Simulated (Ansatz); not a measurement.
# Pt: the cost of one run

Method: DFT PBE, scalar-relativistic, plane waves, PAW, in Ansatz 0.2.0.

**1. The starting structure**

It takes space group Cmmm (No. 65, orthorhombic). Conventional cell: a = 2.381 Å, b = 4.446 Å, c = 3.471 Å, α = 90.00°, β = 90.00°, γ = 90.00°. Around Pt (site symmetry mmm) lie 6 Pt at 2.38 to 2.52 Å.

Structure file:

```
CELL_PARAMETERS angstrom
1.19062 -2.22290 0.00000
1.19062 2.22290 0.00000
0.00000 0.00000 3.47137
ATOMIC_POSITIONS crystal
Pt 0.00000 0.00000 0.00000
```

This is candidate A: Ba type (Cmmm, No. 65).

(A quick probe on a coarse mesh, which set the mesh and smearing, is not shown.)

**3. Coarse relaxation (candidate A)**

File input.yaml:

```yaml
crystal:
  lattice:
    - [1.1906203409, -2.2228973117, 0.0]
    - [1.1906203409, 2.2228973117, 0.0]
    - [0.0, 0.0, 3.4713738841]
  atoms:
    - { symbol: Pt, position: [0.0, 0.0, 0.0] }
basis:
  ecutwfc: 420
kpoints:
  mp_grid: { grid: [8, 8, 6] }
hamiltonian:
  xc: pbe
scf:
  occupations: { method: gaussian, width: 0.1 }
  lower_state_search: "off"
output:
  forces: true
  stress: true
  eigenvalues: true
relax:
  adjacent_minimum: "off"
  f_tol: 0.04
  max_steps: 70
  cell: { stress_tol: 0.4 }
```

What time and memory should one allow on 1 thread of an x86-64 CPU, shared host?

About 10 s, with a peak of 0.35 GiB.
